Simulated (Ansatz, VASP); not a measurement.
## KCl (Sylvite): VASP beside Ansatz

INCAR

```
SYSTEM = KCl
  PREC = Accurate
  ENCUT = 600
  EDIFF = 1E-7
  ISMEAR = 0
  SIGMA = 0.01
  LREAL = .False.
  LASPH = .True.
  NELM = 80
  ALGO = Normal
  ISIF = 3
  LWAVE = .False.
  LCHARG = .False.
  GGA = PE
  IVDW = 12
  IBRION = 2
  NSW = 80
  EDIFFG = -0.01
```

Contents of KPOINTS:

```
Automatic mesh
0
Gamma
  4 4 4
  0 0 0
```

The input POSCAR:

```
KCl
1.0
    0.0000000000      3.1464700000      3.1464700000
    3.1464700000      0.0000000000      3.1464700000
    3.1464700000      3.1464700000      0.0000000000
K Cl
1 1
Direct
    0.0000000000      0.0000000000      0.0000000000
    0.5000000000      0.5000000000      0.5000000000
```

Input for Ansatz:

```yaml
crystal:
  lattice:
    - [0.0, 3.14647, 3.14647]
    - [3.14647, 0.0, 3.14647]
    - [3.14647, 3.14647, 0.0]
  atoms:
    - { symbol: K, position: [0.0, 0.0, 0.0] }
    - { symbol: Cl, position: [0.5, 0.5, 0.5] }
accuracy: medium
basis:
  ecutwfc: 470.0
  xc_grid: 1
kpoints:
  mp_grid:
    grid: [4, 4, 4]
hamiltonian:
  xc: pbe
  dispersion: d3bj
scf:
  max_iter: 100
  algorithm: density_mixing
  convergence:
    dr2_threshold: 1.0e-07
  occupations:
    method: fixed
relax:
  cell: {}
```

Alike in both runs: task relaxation of cell and atoms; functional PBE; dispersion D3(BJ); k mesh 4 × 4 × 4; no spin polarisation.

|  | VASP | Ansatz |
| --- | --- | --- |
| version | VASP 6.6.1 | Ansatz 0.2.0 |
| potentials or method | VASP PAW PBE potentials, release 64 (K_sv, Cl) | plane waves, PAW |
| plane-wave cutoff (eV) | 600 | 470 |
| occupations | gaussian, width 0.01 eV | fixed |
| valence electrons in the cell | 16 | 16 |

Ansatz gave:

| Property | Result |
| --- | --- |
| relaxed volume (Å³/atom) | 30.73 |
| relaxed cell length with the largest relative difference (Å) | 4.430 |

Problem. Estimate VASP's values.

Solution. Relaxed volume (Å³/atom): 30.86; relaxed cell length with the largest relative difference (Å): 4.436.

Ansatz warned: «stress_scf_threshold_loose».

Caveats: the k mesh is coarse (spacing up to 0.43 Å⁻¹), so the values aren't converged.
